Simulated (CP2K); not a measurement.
# Nb in CP2K: convergence with rel cutoff ry

The system is Nb.

```xyz
1
Lattice="2.8823 0.0000 0.0000 -0.8570 2.6926 0.0000 -0.9324 -1.2728 2.3745" Properties=species:S:1:pos:R:3 pbc="T T T"
Nb    0.0164    0.0071    0.0161
```

The cell isn't the ideal one: cell strained at random at fixed volume.

| Quantity | Value |
| --- | --- |
| Program | CP2K 2026.2 |
| Task | single point |
| Functional | PBE |
| Potentials or basis | POTENTIAL_UZH Nb GTH-PBE-q13; TZVP-MOLOPT-PBE-GTH basis |
| Density cutoff | 6123 eV |
| k mesh | 8 × 9 × 9 |
| Occupations | fermi-dirac, width 0.05 eV |
| Spin | no spin polarisation |

These are the settings of the first run; the series varies rel cutoff ry, with any setting tied to it.

Hardware: 1 thread of Intel(R) Xeon(R) Platinum 8259CL CPU @ 2.50GHz (Skylake/Cascade Lake), with other jobs on the host.

Question: The values tried are 20, 30, 40, 50, 60, 80, 100, loosest first. From which on does the energy stay within 1 meV/atom of the tightest run that finished?

Answer: From 30 on.

```
rel cutoff ry  energy less the tightest run, at zero smearing (meV/atom)  pressure (GPa)  SCF cycles  CPU time (s)  peak memory (GiB)
           20                                                       5.11           -1.95          11           110               0.35
           30                                                       0.03           -1.80          11           120               0.36
           40                                                       0.01           -1.80          11           120               0.36
           50                                                       0.00           -1.80          11           120               0.35
           60                                                       0.00           -1.80          11           120               0.35
           80                                                       0.00           -1.80          11           150               0.35
          100                                                       0.00           -1.80          11           160               0.35
```

Against the tightest run, the pressure stays within 0.1 GPa from 30 on. The tightest run that finished is the yardstick and may itself not be fully converged.

Caveat, for the tightest run too: the basis of atomic orbitals isn't converged, which shifts pressures, moduli and gaps.
